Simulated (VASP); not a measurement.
# ZnSiP2 (I-42d) in VASP: single point with PBE0

Aim: the single point of ZnSiP2 with PBE0.

All numbers are computed with VASP 6.6.1; they aren't measurements. Logs are shortened: lines on timing, memory, paths and dates and some standing lists are left out, and cuts for length are marked.

### 1 Starting point

Symmetry: I-42d, No. 122, tetragonal system. The conventional cell has a = 5.358 Å, b = 5.358 Å, c = 10.444 Å, α = 90.00°, β = 90.00°, γ = 90.00°. Around Zn (site symmetry -4) lie 4 P at 2.35 Å. Around Si (site symmetry -4) lie 4 P at 2.26 Å. Around P (site symmetry 2) lie 2 Si at 2.26 Å and 2 Zn at 2.35 Å.

The cell is a database's computed one.

### 2 Single point, PBE0

Contents of POSCAR:

```
ZnSiP2
1.0
   -2.6789500000      2.6789500000      5.2220000000
    2.6789500000     -2.6789500000      5.2220000000
    2.6789500000      2.6789500000     -5.2220000000
Zn Si P
2 2 4
Direct
    0.0000000000      1.0000000000      0.0000000000
    0.7500000000      0.2500000000      0.5000000000
    0.5000000000      0.5000000000      0.0000000000
    0.2500000000      0.7500000000      0.5000000000
    0.3750000000      0.3898500000      0.5148500000
    0.8750000000      0.8601500000      0.4851500000
    0.6101500000      0.1250000000      0.9851500000
    0.1398500000      0.6250000000      0.0148500000
```

Contents of INCAR.step1:

```
PREC = Accurate ; ENCUT = 520
EDIFF = 1E-5 ; ISMEAR = 0
SIGMA = 0.02 ; LREAL = F
LASPH = T ; NELM = 100
ALGO = Normal ; ISIF = 2
LWAVE = T ; LCHARG = F
GGA = PE
```

Contents of INCAR.step2:

```
PREC = Accurate ; ENCUT = 520
EDIFF = 1E-6 ; ISMEAR = 0
SIGMA = 0.02 ; LREAL = F
LASPH = T ; NELM = 100
ALGO = Normal ; ISIF = 2
LWAVE = F ; LCHARG = F
GGA = PE ; LHFCALC = T
AEXX = 0.25 ; PRECFOCK = Fast
ISTART = 1
```

Contents of KPOINTS:

```
regular mesh
0
Gamma
  4 4 4
```

Potentials or basis: VASP PAW PBE potentials, release 64 (Zn, Si, P).

Started as:

```console
$ cat potpaw_PBE.64/Zn/POTCAR potpaw_PBE.64/Si/POTCAR potpaw_PBE.64/P/POTCAR > POTCAR
$ cp INCAR.step1 INCAR
$ mpirun -np 1 vasp_std > vasp.out
$ cp INCAR.step2 INCAR
$ mpirun -np 1 vasp_std > vasp.out
```

OUTCAR:

```text
PREC = Accurate
   ENCUT = 520
   EDIFF = 1E-6
   ISMEAR = 0
   LREAL = F
   LASPH = T
   NELM = 100
   ISIF = 2
   GGA = PE
   LHFCALC = T
   AEXX = 0.25
   PRECFOCK = Fast
   ISTART = 1

 ion  position               nearest neighbor table
   1  0.000  0.000  0.000-   8 2.35   7 2.35   5 2.35   6 2.35
   2  0.750  0.250  0.500-   5 2.35   8 2.35   6 2.35   7 2.35
   3  0.500  0.500  0.000-   5 2.26   6 2.26   7 2.26   8 2.26
   4  0.250  0.750  0.500-   5 2.26   6 2.26   7 2.26   8 2.26
   5  0.375  0.390  0.515-   3 2.26   4 2.26   2 2.35   1 2.35
   6  0.875  0.860  0.485-   3 2.26   4 2.26   1 2.35   2 2.35
   7  0.610  0.125  0.985-   3 2.26   4 2.26   2 2.35   1 2.35
   8  0.140  0.625  0.015-   3 2.26   4 2.26   1 2.35   2 2.35

  LATTYP: Found a body centered tetragonal cell.
 ALAT       =     5.3579000000
 C/A-ratio  =     1.9492711697

  Lattice vectors:

 A1 = (  -2.6789500000,   2.6789500000,   5.2220000000)
 A2 = (   2.6789500000,  -2.6789500000,   5.2220000000)
 A3 = (   2.6789500000,   2.6789500000,  -5.2220000000)

Analysis of symmetry for initial positions (statically):
=====================================================================
 Subroutine PRICEL returns:
 Original cell was already a primitive cell.

 Routine SETGRP: Setting up the symmetry group for a
 body centered tetragonal supercell.

 Subroutine GETGRP returns: Found  8 space group operations
 (whereof  4 operations were pure point group operations)
 out of a pool of 16 trial point group operations.

The static configuration has the point symmetry S_4 .
 The point group associated with its full space group is D_2d.

Analysis of symmetry for dynamics (positions and initial velocities):
=====================================================================
 Subroutine PRICEL returns:
 Original cell was already a primitive cell.

 Routine SETGRP: Setting up the symmetry group for a
 body centered tetragonal supercell.

 Subroutine GETGRP returns: Found  8 space group operations
 (whereof  4 operations were pure point group operations)
 out of a pool of 16 trial point group operations.

The dynamic configuration has the point symmetry S_4 .
 The point group associated with its full space group is D_2d.

 Subroutine INISYM returns: Found  8 space group operations
 (whereof  4 operations are pure point group operations),
 and found     1 'primitive' translations

----------------------------------------------------------------------------------------

                                     Primitive cell

  volume of cell :     149.9084

  direct lattice vectors                    reciprocal lattice vectors
    -2.678950000  2.678950000  5.222000000     0.000000000  0.186640288  0.095748755
     2.678950000 -2.678950000  5.222000000     0.186640288  0.000000000  0.095748755
     2.678950000  2.678950000 -5.222000000     0.186640288  0.186640288  0.000000000

  length of vectors
     6.451575792  6.451575792  6.451575792     0.209767541  0.209767541  0.263949227

  position of ions in fractional coordinates (direct lattice)
     0.000000000  0.000000000  0.000000000
     0.750000000  0.250000000  0.500000000
     0.500000000  0.500000000  0.000000000
     0.250000000  0.750000000  0.500000000
     0.375000000  0.389850000  0.514850000
     0.875000000  0.860150000  0.485150000
     0.610150000  0.125000000  0.985150000
     0.139850000  0.625000000  0.014850000

  ion indices of the primitive-cell ions
   primitive index   ion index
                 1           1
                 2           2
                 3           3
                 4           4
                 5           5
                 6           6
                 7           7
                 8           8

----------------------------------------------------------------------------------------

 KPOINTS: regular mesh

Automatic generation of k-mesh.
 Grid dimensions read from file:
 generate k-points for:    4    4    4

 Generating k-lattice:

  Cartesian coordinates                     Fractional coordinates (reciprocal lattice)
     0.000000000  0.046660072  0.023937189     0.250000000 -0.000000000  0.000000000
     0.046660072  0.000000000  0.023937189    -0.000000000  0.250000000  0.000000000
     0.046660072  0.046660072  0.000000000     0.000000000  0.000000000  0.250000000

  Length of vectors
     0.052441885  0.052441885  0.065987307

  Shift w.r.t. Gamma in fractional coordinates (k-lattice)
     0.000000000  0.000000000  0.000000000

 Subroutine IBZKPT returns following result:
 ===========================================

 Found     13 irreducible k-points:

 Following reciprocal coordinates:
            Coordinates               Weight
  0.000000  0.000000  0.000000      1.000000
  0.250000  0.000000  0.000000      8.000000
  0.500000  0.000000  0.000000      4.000000
  0.250000  0.250000  0.000000      8.000000
  0.500000  0.250000  0.000000     16.000000
 -0.250000  0.250000  0.000000      4.000000
  0.500000  0.500000  0.000000      2.000000
  0.250000  0.250000  0.250000      2.000000
 -0.250000  0.250000  0.250000      4.000000
  0.500000  0.500000  0.250000      4.000000
 -0.250000  0.500000  0.250000      8.000000
 -0.250000 -0.250000  0.250000      2.000000
  0.500000  0.500000  0.500000      1.000000
   k-points           NKPTS =     13   k-points in BZ     NKDIM =     64   number of bands    NBANDS=     31
   number of dos      NEDOS =    301   number of ions     NIONS =      8
   total plane-waves  NPLWV = 110592
   dimension x,y,z NGX =    48 NGY =   48 NGZ =   48
   dimension x,y,z NGXF=    96 NGYF=   96 NGZF=   96
   ions per type =               2   2   4
   NGX,Y,Z   is equivalent  to a cutoff of  12.37, 12.37, 12.37 a.u.
   NGXF,Y,Z  is equivalent  to a cutoff of  24.74, 24.74, 24.74 a.u.
 SYSTEM =  unknown system
   PREC   = accura    normal or accurate (medium, high low for compatibility)
   ISTART =      1    job   : 0-new  1-cont  2-samecut
   ICHARG =      0    charge: 1-file 2-atom 10-const
   ISPIN  =      1    spin polarized calculation?
   LNONCOLLINEAR =      F non collinear calculations
   LSORBIT =      F    spin-orbit coupling
   LASPH  =      T    aspherical Exc in radial PAW
   ENCUT  =  520.0 eV  38.22 Ry    6.18 a.u.  12.00 12.00 12.00*2*pi/ulx,y,z
   NELM   =    100;   NELMIN=  2; NELMDL=  0     # of ELM steps
   EDIFF  = 0.1E-05   stopping-criterion for ELM
   LREAL  =      F    real-space projection
   EDIFFG = 0.1E-04   stopping-criterion for IOM
   NSW    =      0    number of steps for IOM
   IBRION =     -1    ionic relax: 0-MD 1-quasi-New 2-CG
   NFREE  =      0    steps in history (QN), initial steepest desc. (CG)
   ISIF   =      2    stress and relaxation
   ISYM   =      3    0-nonsym 1-usesym 2-fastsym
   POTIM  = 0.5000    time-step for ionic-motion
   TEBEG  =    0.0;   TEEND  =   0.0 temperature during run
   PSTRESS=    0.0 pullay stress
   NELECT =      52.0000    total number of electrons
   NUPDOWN=      -1.0000    fix difference up-down
   EMIN   =  10.00;   EMAX   =-10.00  energy-range for DOS
   EFERMI =   0.00;   METHOD = LEGACY
   ISMEAR =     0;   SIGMA  =   0.02  broadening in eV -4-tet -1-fermi 0-gaus
   EFERMI_NEDOS =   21; number of points for ismear=-14 and -15
   IALGO  =     38    algorithm
   IMIX   =      1    mixing-type and parameters
     AMIX     =   0.40;   BMIX     =  1.00
     AMIX_MAG =   1.60;   BMIX_MAG =  1.00
  volume/ion in A,a.u.               =      18.74       126.45
  Fermi-wavevector in a.u.,A,eV,Ry     =   1.150272  2.173699 18.002221  1.323126
  Thomas-Fermi vector in A             =   2.286937
   LORBIT       =      0    0 simple, 1 ext, 2 COOP (PROOUT), +10 PAW based schemes
   GGA     = PE    functional components
   LHFCALC =     T    Hartree Fock is set to
   PRECFOCK=fast      Normal, Fast or Accurate (Low or Medium for compatibility)
   ENCUT4O =  -1.0   cutoff for four orbital integrals eV
   NKREDX  =     1    reduce k-point grid by
   NKREDY  =     1    reduce k-point grid by
   NKREDZ  =     1    reduce k-point grid by
   AEXX    =    0.2500 exact exchange contribution
   HFSCREEN=    0.0000 screening length (either q_TF or 0.3 A-1)
   HFSCREENC=   0.0000 screening length for correlation (either q_TF or 0.3 A-1)
   ENCUTFOCK=  -1.0 apply spherical cutoff to Coloumb kernel
   IVDW    =     0    specifies the selected vdW correction
   LEPSILON=     F    determine dielectric tensor
   LRPA    =     F    only Hartree local field effects (RPA)
 non-spin polarized calculation
 Gauss-broadening in eV      SIGMA  =   0.02
  energy-cutoff  :      520.00
  volume of cell :      149.91
 maximum number of plane-waves:      4052
  NGX = 28; NGY = 28; NGZ = 28

 number of electron      52.0000023 magnetization

 Free energy of the ion-electron system (eV)
  ---------------------------------------------------
  ext. energy  EPLUGINS =         0.00000000
  ---------------------------------------------------
  free energy    TOTEN  =       -47.32407395 eV

  energy without entropy =      -47.32407395  energy(sigma->0) =      -47.32407395

 E-fermi :   4.0418     XC(G=0):  -7.7797

 val. band max:        3.9139683973   @ k =   0.0000   0.0000   0.0000
 cond. band min:       6.5570337395   @ k =   0.0000   0.0000   0.0000
 fundamental gap:      2.6430653422
 Fermi energy:         4.0418287315

 k-point     1 :       0.0000    0.0000    0.0000
  band No.  band energies     occupation
      1     -10.6329      2.00000
      2      -7.4161      2.00000
      3      -7.4161      2.00000
      4      -7.4145      2.00000
      5      -5.6678      2.00000
      6      -4.6779      2.00000
[... 23 lines left out ...]
     30       8.8341      0.00000
     31       8.8341      0.00000

 k-point     2 :       0.2500    0.0000    0.0000
  band No.  band energies     occupation
      1     -10.3244      2.00000
      2      -8.0461      2.00000
      3      -7.6084      2.00000
      4      -7.5210      2.00000
      5      -5.2556      2.00000
      6      -4.7418      2.00000
[... 23 lines left out ...]
     30       8.6678      0.00000
     31       8.8389      0.00000

 k-point     3 :       0.5000    0.0000    0.0000
  band No.  band energies     occupation
      1      -9.7547      2.00000
      2      -8.8665      2.00000
      3      -7.7709      2.00000
      4      -7.6266      2.00000
      5      -4.9565      2.00000
      6      -4.8939      2.00000
[... 23 lines left out ...]
     30       9.7014      0.00000
     31       9.8442      0.00000

 k-point     4 :       0.2500    0.2500    0.0000
  band No.  band energies     occupation
      1      -9.9188      2.00000
      2      -8.4794      2.00000
      3      -7.8504      2.00000
      4      -7.6936      2.00000
      5      -5.0042      2.00000
      6      -4.8120      2.00000
[... 23 lines left out ...]
     30       8.0495      0.00000
     31       9.6948      0.00000

 k-point     5 :       0.5000    0.2500    0.0000
  band No.  band energies     occupation
      1      -9.5733      2.00000
      2      -8.7778      2.00000
      3      -8.0182      2.00000
      4      -7.6789      2.00000
      5      -4.8592      2.00000
      6      -4.8422      2.00000
[... 23 lines left out ...]
     30       9.1625      0.00000
     31       9.4687      0.00000
[... 168 lines left out ...]
     30       8.4970      0.00000
     31       8.9468      0.00000

 k-point    11 :      -0.2500    0.5000    0.2500
  band No.  band energies     occupation
      1      -9.8152      2.00000
      2      -8.8956      2.00000
      3      -7.9147      2.00000
      4      -7.4526      2.00000
      5      -4.9888      2.00000
      6      -4.8357      2.00000
[... 23 lines left out ...]
     30       8.5005      0.00000
     31       8.6926      0.00000

 k-point    12 :      -0.2500   -0.2500    0.2500
  band No.  band energies     occupation
      1     -10.3505      2.00000
      2      -8.3256      2.00000
      3      -7.4374      2.00000
      4      -7.4374      2.00000
      5      -5.1878      2.00000
      6      -4.6881      2.00000
[... 23 lines left out ...]
     30       8.0036      0.00000
     31       8.0036      0.00000

 k-point    13 :       0.5000    0.5000    0.5000
  band No.  band energies     occupation
      1      -9.5353      2.00000
      2      -9.5353      2.00000
      3      -7.4585      2.00000
      4      -7.4585      2.00000
      5      -4.8733      2.00000
      6      -4.8733      2.00000
[... 23 lines left out ...]
     30       7.0168      0.00000
     31       8.0091      0.00000

------------------------ aborting loop because EDIFF is reached ----------------------------------------

  FORCE on cell =-STRESS in cart. coord.  units (eV):
  Direction    XX          YY          ZZ          XY          YZ          ZX
  --------------------------------------------------------------------------------------
  -------------------------------------------------------------------------------------
  Total        1.0648933      1.0648933      0.8580430      0.0000000     -0.0000000      0.0000000
  in kB       11.3812664     11.3812664      9.1705114      0.0000000     -0.0000000      0.0000000
  external PRESSURE =      10.6443481 kB  Pullay stress =       0.0000000 kB

 VOLUME and BASIS-vectors are now :
 -----------------------------------------------------------------------------
  energy-cutoff  :      520.00
  volume of cell :      149.91
      direct lattice vectors                 reciprocal lattice vectors
    -2.678950000  2.678950000  5.222000000     0.000000000  0.186640288  0.095748755
     2.678950000 -2.678950000  5.222000000     0.186640288  0.000000000  0.095748755
     2.678950000  2.678950000 -5.222000000     0.186640288  0.186640288  0.000000000

 POSITION                                       TOTAL-FORCE (eV/Angst)
 -----------------------------------------------------------------------------------
      0.00000      0.00000      0.00000        -0.000000     -0.000000     -0.000000
      0.00000      2.67895      2.61100        -0.000000      0.000000     -0.000000
      0.00000      0.00000      5.22200        -0.000000     -0.000000      0.000000
      2.67895      0.00000      2.61100        -0.000000      0.000000      0.000000
      1.41904      1.33947      1.30550         0.344370      0.000000      0.000000
      1.25991      1.33947      6.52750        -0.344370      0.000000      0.000000
      1.33947      3.93886     -1.30550        -0.000000     -0.344370      0.000000
      1.33948     -1.25991      3.91650        -0.000000      0.344370      0.000000
 -----------------------------------------------------------------------------------
    total drift:                               -0.000019     -0.000009     -0.000014

  FREE ENERGIE OF THE ION-ELECTRON SYSTEM (eV)
  ---------------------------------------------------
  free  energy   TOTEN  =       -47.3240739501 eV

  energy  without entropy=      -47.3240739501  energy(sigma->0) =      -47.32407395
```

It took 2.8 h on 1 thread of Intel Xeon Platinum 8259CL at 2.50GHz (Skylake/Cascade Lake), shared host; peak memory 0.39 GiB.

What came out:

```
Free energy            : -47.3241 eV
Pressure               : 1.1 GPa
Largest force          : 0.344 eV/Å
Band gap on the k mesh : 2.64 eV, direct
```

Forces in eV/Å, atoms in the order of the input:
```
Zn   0.000  0.000  0.000
Zn   0.000  0.000  0.000
Si   0.000  0.000  0.000
Si   0.000  0.000  0.000
P    0.344  0.000  0.000
P   -0.344  0.000  0.000
P    0.000 -0.344  0.000
P    0.000  0.344  0.000
```

Levels at points of the mesh, in eV from the valence-band top:
| k point | band 24 | band 25 | band 26 | band 27 | band 28 | band 29 |
| --- | --- | --- | --- | --- | --- | --- |
| (0.00, 0.00, 0.00) | -0.12 | -0.12 | 0.00 | 2.64 | 3.36 | 4.38 |
| (0.50, 0.00, 0.00) | -1.94 | -1.62 | -0.89 | 4.31 | 4.44 | 4.59 |
| (0.50, 0.50, 0.00) | -1.17 | -0.64 | -0.64 | 3.54 | 3.54 | 4.77 |
| (0.50, 0.50, 0.50) | -2.08 | -1.29 | -1.29 | 2.85 | 2.85 | 3.10 |

Caveat: the PAW data sets were made with another functional, which shifts forces and pressure a little. A k mesh can miss the band edges.
